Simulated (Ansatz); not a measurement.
GaAs:

```
CELL_PARAMETERS angstrom
0.00000 2.69589 2.69589
2.69589 0.00000 2.69589
2.69589 2.69589 0.00000
ATOMIC_POSITIONS crystal
Ga 0.00000 0.00000 0.00000
As 0.50000 0.50000 0.50000
```

The cell was built by a generator and needn't be a form met in nature.

```yaml
Program: Ansatz 0.2.0
Task: relaxation of cell and atoms
Functional: HF
Potentials_or_basis: Ansatz PAW
Cutoff: "420 eV (not typed: the program's choice for these potentials)"
k_mesh: 5 × 5 × 5
Occupations: fermi-dirac, width 0.05 eV
Spin: no spin polarisation
```

At the start: volume 19.59 Å³/atom.

**Question.** Where does the relaxation end?

**Answer.** It ends after 4 steps and the volume is 20.00 Å³/atom (+2.1 %); space group Fm-3m (No. 225, to 0.05 Å).

Step by step:
```csv
step,energy change (eV),largest force (eV/Å),volume (Å³)
1,0.0000,0.0000,39.19
2,-0.0015,0.0000,40.37
3,-0.0030,0.0000,40.01
4,-0.0044,0.0000,40.01
```

Final structure:
```cif
data_structure
_symmetry_space_group_name_H-M 'P 1'
_symmetry_Int_Tables_number 1
_cell_length_a 3.8389
_cell_length_b 3.8389
_cell_length_c 3.8389
_cell_angle_alpha 60.000
_cell_angle_beta 60.000
_cell_angle_gamma 60.000
_cell_volume 40.01
loop_
_atom_site_label
_atom_site_type_symbol
_atom_site_fract_x
_atom_site_fract_y
_atom_site_fract_z
_atom_site_occupancy
Ga1 Ga 0.00000 0.00000 0.00000 1
As1 As 0.50000 0.50000 0.50000 1
```

Caveat: the k mesh is coarse (spacing up to 0.40 Å⁻¹), so the values aren't converged, least of all with exact exchange; the plane-wave basis is chosen anew once the cell has moved, so the energies of steps on either side of that aren't comparable; the PAW data sets come from PBE, with cores solved anew for the run's functional, which leaves a small shift of forces and pressure.
